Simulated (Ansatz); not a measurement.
Crystal: Ni.

```
Ni
1.0
     2.44802    0.00000    0.00000
    -1.22401    2.12005    0.00000
     0.00000    0.00000    4.07281
Ni
2
Direct
  0.66667 0.33333 0.75000
  0.33333 0.66667 0.25000
```

This isn't the form of Ni at room conditions, which is fcc.

```yaml
Program: Ansatz 0.2.0
Task: single point
Functional: PBEsol
Potentials_or_basis: all-electron LAPW, scalar-relativistic
Cutoff: 323 eV (chosen from the basis error)
Basis_error_allowed: 0.001 eV/atom
k_mesh: 12 × 12 × 7
Occupations: fermi-dirac, width 0.05 eV
Spin: collinear spin, ferromagnetic start
Starting_moments: "[1.0, 1.0] μB"
```

On this cell: pressure -3.0 GPa; largest force under 0.003 eV/Å; net moment 1.30 μB per cell; site moments Ni +0.68 μB; band gap on the k mesh none (metal or under the smearing width).

The same run follows on a disturbed copy (atoms moved at random, drawn with an rms of 0.05 Å):

```
CELL_PARAMETERS angstrom
2.44802 0.00000 0.00000
-1.22401 2.12005 0.00000
0.00000 0.00000 4.07281
ATOMIC_POSITIONS crystal
Ni 0.67277 0.33548 0.75541
Ni 0.34218 0.65836 0.24447
```

Task: What changes?

Result: The energy (extrapolated to zero smearing) moves by +4.9 meV/atom; pressure -2.7 GPa; largest force 0.406 eV/Å; net moment 1.31 μB per cell; site moments Ni +0.68 μB; band gap on the k mesh none (metal or under the smearing width).

Forces in eV/Å, atoms in the order of the input:
```
Ni   0.039 -0.042 -0.402
Ni  -0.039  0.042  0.402
```

Stress tensor (GPa, compression positive):
```
-1.16 -0.31 -0.10
-0.31 -1.85  0.11
-0.10  0.11 -5.20
```
